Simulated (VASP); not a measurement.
# TaSi2 (P6_422) in VASP: equation of state

Aim: energy against volume of TaSi2 in PBE, for its equilibrium volume and stiffness.

All numbers are computed with VASP 6.6.1; they aren't measurements. Logs are shortened: lines on timing, memory, paths and dates and some standing lists are left out, and cuts for length are marked.

## (1) The crystal as given

Symmetry: P6_422, No. 181, hexagonal system. Conventional cell: a = 4.784 Å, b = 4.784 Å, c = 6.570 Å, α = 90.00°, β = 90.00°, γ = 120.00°. Ta (site symmetry 222) is surrounded by 10 Si at 2.61 to 2.83 Å. Around Si (site symmetry 2) lie 5 Si at 2.56 to 2.83 Å and 5 Ta at 2.61 to 2.83 Å.

## (2) Equation of state, PBE, 13.60 Å³/atom (volume scaled by 0.94)

INCAR reads:

```
SYSTEM = TaSi2
  PREC = Accurate
  ENCUT = 520
  EDIFF = 1E-7
  ISMEAR = -1
  SIGMA = 0.05
  LREAL = .False.
  LASPH = .True.
  NELM = 100
  ALGO = Normal
  ISIF = 2
  LWAVE = .False.
  LCHARG = .False.
  GGA = PE
  NBANDS = 38
```

KPOINTS reads:

```
Automatic mesh
0
Gamma
  7 7 4
  0 0 0
```

POSCAR reads:

```
TaSi2
1.0
    4.6862419855      0.0000000000      0.0000000000
   -2.3431209927      4.0584046077      0.0000000000
    0.0000000000      0.0000000000      6.4358807343
Ta Si
3 6
Direct
    0.0000000000      0.5000000000      0.3333333333
    0.5000000000      0.5000000000      0.6666666667
    0.5000000000      0.0000000000      0.0000000000
    0.3179400000      0.1589700000      0.3333333333
    0.1589700000      0.8410300000      0.6666666667
    0.8410300000      0.6820600000      0.0000000000
    0.6820600000      0.8410300000      0.3333333333
    0.8410300000      0.1589700000      0.6666666667
    0.1589700000      0.3179400000      0.0000000000
```

Potentials or basis: VASP PAW PBE potentials, release 64 (Ta_pv, Si).

Started as:

```sh
$ cat potpaw_PBE.64/Ta_pv/POTCAR potpaw_PBE.64/Si/POTCAR > POTCAR
$ mpirun -np 1 vasp_std > vasp.out
```

OUTCAR:

```text
SYSTEM = TaSi2
   PREC = Accurate
   ENCUT = 520
   EDIFF = 1E-7
   ISMEAR = -1
   LREAL = .False.
   LASPH = .True.
   NELM = 100
   ISIF = 2
   GGA = PE

 Found     24 irreducible k-points:

 Following reciprocal coordinates:
            Coordinates               Weight
  0.000000  0.000000  0.000000      1.000000
  0.142857  0.000000  0.000000      6.000000
  0.285714  0.000000  0.000000      6.000000
  0.428571  0.000000  0.000000      6.000000
  0.142857  0.142857  0.000000      6.000000
  0.285714  0.142857  0.000000     12.000000
   k-points           NKPTS =     24   k-points in BZ     NKDIM =     24   number of bands    NBANDS=     38
   number of dos      NEDOS =    301   number of ions     NIONS =      9
   total plane-waves  NPLWV =  62208
   dimension x,y,z NGX =    36 NGY =   36 NGZ =   48
   dimension x,y,z NGXF=    72 NGYF=   72 NGZF=   96
   ions per type =               3   6
   NGX,Y,Z   is equivalent  to a cutoff of  12.77, 12.77, 12.40 a.u.
   NGXF,Y,Z  is equivalent  to a cutoff of  25.54, 25.54, 24.80 a.u.
 SYSTEM =  TaSi2
   PREC   = accura    normal or accurate (medium, high low for compatibility)
   ISTART =      0    job   : 0-new  1-cont  2-samecut
   ICHARG =      2    charge: 1-file 2-atom 10-const
   ISPIN  =      1    spin polarized calculation?
   LNONCOLLINEAR =      F non collinear calculations
   LSORBIT =      F    spin-orbit coupling
   LASPH  =      T    aspherical Exc in radial PAW
   ENCUT  =  520.0 eV  38.22 Ry    6.18 a.u.   8.71  8.71 11.97*2*pi/ulx,y,z
   NELM   =    100;   NELMIN=  2; NELMDL= -5     # of ELM steps
   EDIFF  = 0.1E-06   stopping-criterion for ELM
   LREAL  =      F    real-space projection
   EDIFFG = 0.1E-05   stopping-criterion for IOM
   NSW    =      0    number of steps for IOM
   IBRION =     -1    ionic relax: 0-MD 1-quasi-New 2-CG
   NFREE  =      0    steps in history (QN), initial steepest desc. (CG)
   ISIF   =      2    stress and relaxation
   ISYM   =      2    0-nonsym 1-usesym 2-fastsym
   POTIM  = 0.5000    time-step for ionic-motion
   TEBEG  =    0.0;   TEEND  =   0.0 temperature during run
   PSTRESS=    0.0 pullay stress
   NELECT =      57.0000    total number of electrons
   NUPDOWN=      -1.0000    fix difference up-down
   EMIN   =  10.00;   EMAX   =-10.00  energy-range for DOS
   EFERMI =   0.00;   METHOD = LEGACY
   ISMEAR =    -1;   SIGMA  =   0.05  broadening in eV -4-tet -1-fermi 0-gaus
   EFERMI_NEDOS =   21; number of points for ismear=-14 and -15
   IALGO  =     38    algorithm
   IMIX   =      4    mixing-type and parameters
     AMIX     =   0.40;   BMIX     =  1.00
     AMIX_MAG =   1.60;   BMIX_MAG =  1.00
  volume/ion in A,a.u.               =      13.60        91.78
  Fermi-wavevector in a.u.,A,eV,Ry     =   1.268928  2.397927 21.907818  1.610179
  Thomas-Fermi vector in A             =   2.401997
   LORBIT       =      0    0 simple, 1 ext, 2 COOP (PROOUT), +10 PAW based schemes
   GGA     = PE    functional components
   LHFCALC =     F    Hartree Fock is set to
   AEXX    =    0.0000 exact exchange contribution
   IVDW    =     0    specifies the selected vdW correction
   LEPSILON=     F    determine dielectric tensor
   LRPA    =     F    only Hartree local field effects (RPA)
 non-spin polarized calculation
  energy-cutoff  :      520.00
  volume of cell :      122.40
 maximum number of plane-waves:      3336
 NGX is ok and might be reduce to    36
   NGX = 17   NGY = 17   NGZ = 23

 number of electron      57.0000000 magnetization

 Free energy of the ion-electron system (eV)
  ---------------------------------------------------
  ext. energy  EPLUGINS =         0.00000000
  ---------------------------------------------------
  free energy    TOTEN  =       -71.81441660 eV

  energy without entropy =      -71.79072938  energy(sigma->0) =      -71.80257299

 E-fermi :  10.0658     XC(G=0): -12.3605

 val. band max:       10.0584008510   @ k =   0.4286   0.1429   0.0000
 cond. band min:      10.0848896611   @ k =   0.2857   0.2857   0.5000
 fundamental gap:      0.0264888101
 Fermi energy:        10.0658434368

 k-point     1 :       0.0000    0.0000    0.0000
  band No.  band energies     occupation
      1     -24.1401      2.00000
      2     -24.1401      2.00000
      3     -24.1384      2.00000
      4     -24.0638      2.00000
      5     -24.0638      2.00000
      6     -23.9407      2.00000
      7     -23.9350      2.00000
      8     -23.9249      2.00000
      9     -23.9249      2.00000
     10      -3.7750      2.00000
     11      -0.2927      2.00000
     12      -0.2927      2.00000
     13       3.1428      2.00000
     14       3.9327      2.00000
     15       3.9327      2.00000
     16       4.1136      2.00000
     17       4.1136      2.00000
     18       5.1913      2.00000
     19       6.0137      2.00000
     20       6.0137      2.00000
     21       6.4498      2.00000
[... 113 lines left out ...]
     12       0.6782      2.00000
     13       0.8786      2.00000
     14       1.7220      2.00000
     15       3.1504      2.00000
     16       4.0377      2.00000
     17       4.3541      2.00000
     18       5.3224      2.00000
     19       5.6011      2.00000
     20       6.1198      2.00000
     21       6.3776      2.00000
     22       7.2471      2.00000
     23       7.6834      2.00000
     24       7.8711      2.00000
     25       7.8846      2.00000
     26       8.8059      2.00000
     27       9.1983      2.00000
     28       9.8584      1.96890
     29       9.9188      1.89964
     30      10.4565      0.00081
     31      11.4803      0.00000
     32      12.1048      0.00000
     33      12.1924      0.00000
     34      12.5997      0.00000
     35      12.7073      0.00000
     36      13.6548      0.00000
     37      14.0768      0.00000
     38      14.6289      0.00000

 k-point     5 :       0.1429    0.1429    0.0000
  band No.  band energies     occupation
      1     -24.1884      2.00000
      2     -24.1527      2.00000
      3     -24.1055      2.00000
      4     -24.0598      2.00000
      5     -24.0586      2.00000
      6     -23.9492      2.00000
      7     -23.9460      2.00000
      8     -23.9321      2.00000
      9     -23.8960      2.00000
     10      -3.1523      2.00000
     11       0.0404      2.00000
     12       0.1664      2.00000
     13       1.2952      2.00000
     14       2.1733      2.00000
     15       3.8227      2.00000
     16       4.0670      2.00000
     17       5.0302      2.00000
     18       5.4962      2.00000
     19       5.7483      2.00000
     20       6.7473      2.00000
     21       6.9177      2.00000
     22       7.0837      2.00000
     23       7.1416      2.00000
     24       7.3873      2.00000
     25       7.8003      2.00000
     26       8.0766      2.00000
     27       8.3537      2.00000
     28       8.4813      2.00000
     29       8.7127      2.00000
     30      10.5403      0.00015
     31      11.8555      0.00000
     32      12.9880      0.00000
     33      12.9902      0.00000
     34      13.3548      0.00000
     35      13.3913      0.00000
     36      13.7660      0.00000
     37      13.7824      0.00000
     38      14.1436      0.00000

 k-point     6 :       0.2857    0.1429    0.0000
  band No.  band energies     occupation
      1     -24.2035      2.00000
      2     -24.1594      2.00000
      3     -24.1102      2.00000
      4     -24.0616      2.00000
      5     -24.0437      2.00000
      6     -23.9645      2.00000
      7     -23.9441      2.00000
      8     -23.9330      2.00000
      9     -23.8811      2.00000
     10      -2.3942      2.00000
     11      -0.0723      2.00000
     12       0.4018      2.00000
     13       0.8764      2.00000
     14       1.6528      2.00000
     15       3.3397      2.00000
     16       3.7695      2.00000
     17       4.7785      2.00000
     18       4.9733      2.00000
     19       5.2641      2.00000
     20       6.8062      2.00000
     21       7.0762      2.00000
     22       7.2905      2.00000
     23       7.5462      2.00000
     24       7.8454      2.00000
     25       8.0089      2.00000
     26       8.2009      2.00000
     27       8.9080      2.00000
     28       9.4343      1.99999
     29       9.9038      1.92474
     30      10.2421      0.05720
     31      11.3363      0.00000
     32      12.3879      0.00000
     33      12.6027      0.00000
     34      12.9365      0.00000
     35      13.1442      0.00000
     36      13.2259      0.00000
     37      14.0504      0.00000
     38      14.3643      0.00000

 [... further k-points ...]
[... 5 lines left out ...]
  --------------------------------------------------------------------------------------
  -------------------------------------------------------------------------------------
  Total       11.5888977     11.5888977     14.6400534      0.0000000      0.0000000      0.0000000
  in kB      151.6926958    151.6926958    191.6307519      0.0000000      0.0000000      0.0000000
  external PRESSURE =     165.0053812 kB  Pullay stress =       0.0000000 kB

 VOLUME and BASIS-vectors are now :
 -----------------------------------------------------------------------------
  energy-cutoff  :      520.00
  volume of cell :      122.40
      direct lattice vectors                 reciprocal lattice vectors
     4.686241985  0.000000000  0.000000000     0.213390602  0.123201122  0.000000000
    -2.343120993  4.058404608  0.000000000     0.000000000  0.246402243  0.000000000
     0.000000000  0.000000000  6.435880734     0.000000000  0.000000000  0.155378889

 POSITION                                       TOTAL-FORCE (eV/Angst)
 -----------------------------------------------------------------------------------
     -1.17156      2.02920      2.14529        -0.000000     -0.000000     -0.000000
      1.17156      2.02920      4.29059        -0.000000     -0.000000      0.000000
      2.34312      0.00000      0.00000        -0.000000     -0.000000      0.000000
      1.11746      0.64516      2.14529         0.023719      0.013694     -0.000000
     -1.22566      3.41324      4.29059         0.023719     -0.013694      0.000000
      2.34312      2.76808      0.00000        -0.000000     -0.027388      0.000000
      1.22566      3.41324      2.14529        -0.023719     -0.013694     -0.000000
      3.56878      0.64516      4.29059        -0.023719      0.013694     -0.000000
      0.00000      1.29033      0.00000         0.000000      0.027388      0.000000
 -----------------------------------------------------------------------------------
    total drift:                                0.000000     -0.000000     -0.000000

  FREE ENERGIE OF THE ION-ELECTRON SYSTEM (eV)
  ---------------------------------------------------
  free  energy   TOTEN  =       -71.8144165990 eV

  energy  without entropy=      -71.7907293785  energy(sigma->0) =      -71.80257299
```

Run time: 88 s. Hardware: 1 thread of Intel Xeon Platinum 8488C (Sapphire Rapids), shared host; peak memory 0.28 GiB.

Results:

```
Free energy            : -71.8144 eV
Pressure               : 16.5 GPa
Largest force          : 0.027 eV/Å
Band gap on the k mesh : none (metal or under the smearing width)
```

## (3) Equation of state, PBE, 13.89 Å³/atom (volume scaled by 0.96)

INCAR reads:

```
ALGO = Normal ; EDIFF = 1E-7
ENCUT = 520 ; GGA = PE
ISIF = 2 ; ISMEAR = -1
LASPH = True ; LCHARG = False
LREAL = False ; LWAVE = False
NBANDS = 38 ; NELM = 80
PREC = Accurate ; SIGMA = 0.05
```

KPOINTS reads:

```
k-points
0
Gamma
  7 7 4
```

POSCAR, as its differences from that of step 2:

```diff
@@ -2,5 +2,5 @@
 1.0
-    4.6862419855      0.0000000000      0.0000000000
-   -2.3431209927      4.0584046077      0.0000000000
-    0.0000000000      0.0000000000      6.4358807343
+    4.7192447770      0.0000000000      0.0000000000
+   -2.3596223885      4.0869858636      0.0000000000
+    0.0000000000      0.0000000000      6.4812053313
 Ta Si
```

Potentials or basis: VASP PAW PBE potentials, release 64 (Ta_pv, Si).

Started as:

```sh
$ cat potpaw_PBE.64/Ta_pv/POTCAR potpaw_PBE.64/Si/POTCAR > POTCAR
$ mpirun -np 1 vasp_std > vasp.out
```

Run time: 72 s. Hardware: 1 thread of Intel Xeon Platinum 8488C (Sapphire Rapids), shared host; peak memory 0.27 GiB.

It converged, with:

```
Free energy            : -72.0407 eV
Pressure               : 11.4 GPa
Largest force          : 0.025 eV/Å
Band gap on the k mesh : none (metal or under the smearing width)
```

## (4) Equation of state, PBE, 14.18 Å³/atom (volume scaled by 0.98)

INCAR reads:

```
PREC     = Accurate       # precision mode
ENCUT    = 520            # plane-wave cutoff, eV
EDIFF    = 1E-7           # SCF threshold, eV
ISMEAR   = -1             # smearing method
SIGMA    = 0.05           # smearing width, eV
LREAL    = F              # projectors in reciprocal space
LASPH    = T              # aspherical terms in the spheres
NELM     = 60             # most SCF steps
ALGO     = Normal         # electronic algorithm
ISIF     = 2              # what is computed and relaxed
LWAVE    = F              # write WAVECAR
LCHARG   = F              # write CHGCAR
GGA      = PE             # functional
NBANDS   = 38             # bands
```

KPOINTS reads:

```
regular mesh
0
Gamma
  7 7 4
```

POSCAR, as its differences from that of step 3:

```diff
@@ -2,5 +2,5 @@
 1.0
-    4.7192447770      0.0000000000      0.0000000000
-   -2.3596223885      4.0869858636      0.0000000000
-    0.0000000000      0.0000000000      6.4812053313
+    4.7517923212      0.0000000000      0.0000000000
+   -2.3758961606      4.1151728637      0.0000000000
+    0.0000000000      0.0000000000      6.5259047117
 Ta Si
```

Started as:

```sh
$ cat potpaw_PBE.64/Ta_pv/POTCAR potpaw_PBE.64/Si/POTCAR > POTCAR
$ mpirun -np 1 vasp_std > vasp.out
```

It took 1.7 min on 1 thread of Intel Xeon Platinum 8488C (Sapphire Rapids), shared host; peak memory 0.28 GiB.

Results (log left out):

- Free energy: -72.1878 eV
- Pressure: 6.7 GPa
- Largest force: 0.025 eV/Å
- Band gap on the k mesh: none (metal or under the smearing width)

## (5) Equation of state, PBE, 14.76 Å³/atom (volume scaled by 1.02)

INCAR is that of step 4.

KPOINTS is that of step 4.

POSCAR, as its differences from that of step 4:

```diff
@@ -2,5 +2,5 @@
 1.0
-    4.7517923212      0.0000000000      0.0000000000
-   -2.3758961606      4.1151728637      0.0000000000
-    0.0000000000      0.0000000000      6.5259047117
+    4.8155823803      0.0000000000      0.0000000000
+   -2.4077911901      4.1704166754      0.0000000000
+    0.0000000000      0.0000000000      6.6135112018
 Ta Si
```

Started as:

```sh
$ cat potpaw_PBE.64/Ta_pv/POTCAR potpaw_PBE.64/Si/POTCAR > POTCAR
$ mpirun -np 1 vasp_std > vasp.out
```

It took 76 s on 1 thread of Intel Xeon Platinum 8488C (Sapphire Rapids), shared host; peak memory 0.28 GiB.

Results (log left out):

* Free energy: -72.2752 eV
* Pressure: -1.2 GPa
* Largest force: 0.026 eV/Å
* Band gap on the k mesh: none (metal or under the smearing width)

## (6) Equation of state, PBE, 15.05 Å³/atom (volume scaled by 1.04)

INCAR reads:

```
ALGO = Normal
EDIFF = 1E-7
ENCUT = 520
GGA = PE
ISIF = 2
ISMEAR = -1
LASPH = True
LCHARG = False
LREAL = False
LWAVE = False
NBANDS = 38
NELM = 80
PREC = Accurate
SIGMA = 0.05
```

KPOINTS reads:

```
k-points
0
Gamma
  7 7 4
```

POSCAR, as its differences from that of step 5:

```diff
@@ -2,5 +2,5 @@
 1.0
-    4.8155823803      0.0000000000      0.0000000000
-   -2.4077911901      4.1704166754      0.0000000000
-    0.0000000000      0.0000000000      6.6135112018
+    4.8468532719      0.0000000000      0.0000000000
+   -2.4234266360      4.1974980619      0.0000000000
+    0.0000000000      0.0000000000      6.6564572831
 Ta Si
```

Potentials or basis: VASP PAW PBE potentials, release 64 (Ta_pv, Si).

Started as:

```sh
$ cat potpaw_PBE.64/Ta_pv/POTCAR potpaw_PBE.64/Si/POTCAR > POTCAR
$ mpirun -np 1 vasp_std > vasp.out
```

Run time: 99 s. Hardware: 1 thread of Intel Xeon Platinum 8488C (Sapphire Rapids), shared host; peak memory 0.29 GiB.

The run converged. Its results:

- Free energy: -72.2290 eV
- Pressure: -4.5 GPa
- Largest force: 0.029 eV/Å
- Band gap on the k mesh: none (metal or under the smearing width)

## (7) Equation of state, PBE, 15.34 Å³/atom (volume scaled by 1.06)

INCAR is that of step 6.

KPOINTS is that of step 6.

POSCAR, as its differences from that of step 6:

```diff
@@ -2,5 +2,5 @@
 1.0
-    4.8468532719      0.0000000000      0.0000000000
-   -2.4234266360      4.1974980619      0.0000000000
-    0.0000000000      0.0000000000      6.6564572831
+    4.8777257812      0.0000000000      0.0000000000
+   -2.4388628906      4.2242344392      0.0000000000
+    0.0000000000      0.0000000000      6.6988562433
 Ta Si
```

Started as:

```sh
$ cat potpaw_PBE.64/Ta_pv/POTCAR potpaw_PBE.64/Si/POTCAR > POTCAR
$ mpirun -np 1 vasp_std > vasp.out
```

It took 79 s on 1 thread of Intel Xeon Platinum 8488C (Sapphire Rapids), shared host; peak memory 0.29 GiB.

It converged, with:

```yaml
Free_energy: -72.1308 eV
Pressure: -7.6 GPa
Largest_force: 0.032 eV/Å
Band_gap_on_the_k_mesh: none (metal or under the smearing width)
```

## (8) Equation of state, PBE

Potentials or basis: VASP PAW PBE potentials, release 64 (Ta_pv, Si).

No new run: the results of the series are fitted here.

Results:

```
Equilibrium volume                        : 14.67 Å³/atom
Bulk modulus at fixed shape and positions : 186 GPa
Pressure derivative of the bulk modulus   : 4.3
```

Energy against volume, from the lowest point:
```csv
volume (Å³/atom),energy (meV/atom)
13.600,51.20
13.890,26.05
14.179,9.71
14.468,1.29
14.758,0.00
15.047,5.14
15.336,16.05
```

Caveat: the cell was scaled at fixed shape and fractional positions, which overstates the stiffness of a crystal with free parameters, most of all of layers and chains. The run has no spin-orbit coupling, so splittings on Ta are missing.
